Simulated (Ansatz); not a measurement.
# KF: the cost of one run

Program: Ansatz 0.2.0. Level of theory: DFT LDA, scalar-relativistic, plane waves, PAW. These are calculated values, not measurements.

1 further run of the same task is left out (it didn't finish).

### Step 1. The starting structure

It takes space group Pm-3m (No. 221, cubic). The conventional cell has a = 3.259 Å, b = 3.259 Å, c = 3.259 Å, α = 90.00°, β = 90.00°, γ = 90.00°. K (site symmetry m-3m) is surrounded by 8 F at 2.82 Å. F (site symmetry m-3m) has 8 K at 2.82 Å as nearest neighbours.

As a file:

```xyz
2
Lattice="3.2590 0.0000 0.0000 0.0000 3.2590 0.0000 0.0000 0.0000 3.2590" Properties=species:S:1:pos:R:3 pbc="T T T"
K     0.0000    0.0000    0.0000
F     1.6295    1.6295    1.6295
```

It goes back to an entry of the Materials Project, which need not be the stable form.

The cell is taken as given, not relaxed at this level.

### Step 2. The reference: the undisturbed cell on the scan's mesh

input.yaml reads:

```yaml
crystal:
  lattice:
    - [3.258955, 0.0, 0.0]
    - [0.0, 3.258955, 0.0]
    - [0.0, 0.0, 3.258955]
  atoms:
    - { symbol: K, position: [0.0, 0.0, 0.0] }
    - { symbol: F, position: [0.5, 0.5, 0.5] }
basis:
  ecutwfc: 420
kpoints:
  mp_grid: { grid: [8, 8, 8] }
hamiltonian:
  xc: lda
scf:
  occupations: { method: gaussian, width: 0.05 }
output:
  forces: true
  stress: true
  eigenvalues: true
```

Command:

```
$ ansatz run input.yaml --threads 1 --pin off --max-ram 1228MiB --backend cpu --events-out ev --progress --plain --runs-dir out
```

**Question.** How long does this run take on 1 thread of an x86-64 CPU, shared host, and how much memory does it need?

About 1.1 s, with a peak of 0.33 GiB.
